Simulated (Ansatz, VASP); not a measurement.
# Pt in VASP and in Ansatz

```xyz
2
Lattice="2.8210 -0.0045 -0.0042 -1.4144 2.4291 0.0027 -0.0072 0.0012 4.9525" Properties=species:S:1:pos:R:3 pbc="T T T"
Pt    1.5469    0.8086    3.7677
Pt   -0.1475    1.6172    1.1833
```

Change from the starting cell: all atoms moved at random, cell strained at random.

Alike in both runs: task single point; functional PBEsol; k mesh 16 × 16 × 8; occupations gaussian, width 0.1 eV; no spin polarisation.

```csv
,VASP,Ansatz
version,VASP 6.6.1,Ansatz 0.2.0
potentials or method,"VASP PAW PBE potentials, release 64 (Pt)","scalar-relativistic, plane waves, PAW"
plane-wave cutoff (eV),520,420
valence electrons in the cell,20,36
```

Ansatz gave:

- gap on the k mesh at the Fermi level (eV): none
- pressure (GPa): -21.5
- largest component of the traceless stress (GPa): 1.55
- rms of the force components (eV/Å): 0.389

Question: Estimate VASP's values.

Answer: gap on the k mesh at the Fermi level (eV): none; pressure (GPa): -21.8; largest component of the traceless stress (GPa): 1.46; rms of the force components (eV/Å): 0.385.

Atom by atom the forces differ by 0.004 eV/Å (rms over components). A gap of «none» marks a metal or a gap that the smearing closes. With one functional, cell and mesh, what is left measures potentials, basis and numerics. The two sets of potentials don't hold the same shells in valence.

Caveats: so large a pressure means that the cell lies far from this level's equilibrium, or that cutoff or potentials fall short (VASP); the potentials were made for another functional, which shifts forces and pressure (VASP). Spin-orbit coupling is left out, which matters for the levels of Pt.
